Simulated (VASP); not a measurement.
Runs of VASP 6.6.1 on ZnS. The structure is cubic, space group Fm-3m (No. 225). Conventional cell: a = 4.734 Å, b = 4.734 Å, c = 4.734 Å, α = 90.00°, β = 90.00°, γ = 90.00°. Around S (site symmetry m-3m) lie 6 Zn at 2.37 Å. Zn (site symmetry m-3m) is surrounded by 6 S at 2.37 Å. The cell was built by a generator and needn't be a form met in nature.

```tsv
cell	gap on the mesh (eV)	pressure (GPa)
Fm-3m, 13.26 Å³/atom	none	26.2
Fm-3m, 13.89 Å³/atom	none	17.4
Fm-3m, 15.79 Å³/atom	none	0.4
Fm-3m, 17.25 Å³/atom	none	(a)
```

Alike in all rows: task single point; level PBEsol; potentials or basis VASP PAW PBE potentials, release 64 (S, Zn); no spin polarisation; k mesh 12 × 12 × 12; cutoff (eV) 520; smearing gaussian 0.05 eV.

Problem. Estimate the missing entries.

Solution. (a) -7.0.

Caveats: so large a pressure means that the cell lies far from this level's equilibrium, or that cutoff or potentials fall short (some runs); the potentials were made for another functional, which shifts forces and pressure (some runs); the PAW data sets were made with another functional, which shifts forces and pressure a little (some runs).

A gap of «none» marks a metal or a gap under the smearing width.
